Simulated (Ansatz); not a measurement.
# Li5NbO5: the cost of one run

Program: Ansatz 0.2.0. Level of theory: DFT r2SCAN, scalar-relativistic, plane waves, PAW. These are calculated values, not measurements.

1 further run of the same task is left out (set aside as unsound or not needed).

## 1. The starting structure

The structure is monoclinic, space group C2/m (No. 12). The conventional cell has a = 9.672 Å, b = 4.010 Å, c = 5.788 Å, α = 90.00°, β = 108.78°, γ = 90.00°. Li (site symmetry m) is surrounded by 4 O at 1.93 to 2.07 Å. Around Li (site symmetry m) lie 5 O at 1.98 to 2.24 Å. Li (site symmetry 2/m) has 4 O at 1.96 to 2.11 Å as nearest neighbours. Nb (site symmetry 2/m) is surrounded by 6 O at 1.98 to 2.01 Å. Around O (site symmetry m) lie 5 Li at 1.93 to 2.05 Å and 1 Nb at 1.98 Å. O (site symmetry m) is surrounded by 5 Li at 1.95 to 2.11 Å and 1 Nb at 1.98 Å. Around O (site symmetry 2/m) lie 2 Nb at 2.01 Å and 2 Li at 2.24 Å.

As a file:

```cif
data_structure
_symmetry_space_group_name_H-M 'C2/m'
_symmetry_Int_Tables_number 12
_cell_length_a 9.6722
_cell_length_b 4.0101
_cell_length_c 5.7876
_cell_angle_alpha 90.000
_cell_angle_beta 108.781
_cell_angle_gamma 90.000
_cell_volume 212.53
loop_
_atom_site_label
_atom_site_type_symbol
_atom_site_symmetry_multiplicity
_atom_site_Wyckoff_symbol
_atom_site_fract_x
_atom_site_fract_y
_atom_site_fract_z
_atom_site_occupancy
Li1 Li 4 i 0.71252 0.00000 0.34437 1
Li2 Li 4 i 0.69091 0.00000 0.86160 1
Li3 Li 2 c 0.00000 0.00000 0.50000 1
Nb1 Nb 2 a 0.00000 0.00000 0.00000 1
O1 O 4 i 0.85378 0.00000 0.17373 1
O2 O 4 i 0.84236 0.00000 0.68210 1
O3 O 2 b 0.00000 0.50000 0.00000 1
```

It goes back to an entry of the Materials Project, which need not be the stable form.

This cell was relaxed beforehand with the same method: volume 9.66 Å³/atom, gap on the mesh 3.64 eV.

## 2. The reference: the undisturbed cell on the scan's mesh

input.yaml reads:

```yaml
crystal:
  lattice:
    - [4.8361161408, -2.0050601266, 0.0023368736]
    - [4.8361161408, 2.0050601266, 0.0023368736]
    - [-1.8660104606, 0.0, 5.4785718503]
  atoms:
    - { symbol: Li, position: [0.7125211914, 0.7125211914, 0.3443682457] }
    - { symbol: Li, position: [0.6909067337, 0.6909067337, 0.8616028579] }
    - { symbol: Li, position: [0.0, 0.0, 0.5] }
    - { symbol: Li, position: [0.3090932663, 0.3090932663, 0.1383971421] }
    - { symbol: Li, position: [0.2874788086, 0.2874788086, 0.6556317543] }
    - { symbol: Nb, position: [0.0, 0.0, 0.0] }
    - { symbol: O, position: [0.8537799505, 0.8537799505, 0.1737288554] }
    - { symbol: O, position: [0.8423584689, 0.8423584689, 0.6820998105] }
    - { symbol: O, position: [0.5, 0.5, 0.0] }
    - { symbol: O, position: [0.1576415311, 0.1576415311, 0.3179001895] }
    - { symbol: O, position: [0.1462200495, 0.1462200495, 0.8262711446] }
basis:
  ecutwfc: 500
kpoints:
  mp_grid: { grid: [6, 6, 4] }
hamiltonian:
  xc: r2scan
scf:
  occupations: { method: gaussian, width: 0.05 }
output:
  forces: true
  stress: true
  eigenvalues: true
  write_density: true
  write_potential: true
  elf: true
  volumetric_format: npy
```

Started as:

```
$ ansatz run input.yaml --threads 2 --pin off --max-ram 5120MiB --backend cpu --events-out ev --progress --plain --runs-dir out
```

What time and memory should one allow on 2 threads of Intel Xeon 6975P-C (Granite Rapids), shared host?

About 7.8 s, with a peak of 0.83 GiB.
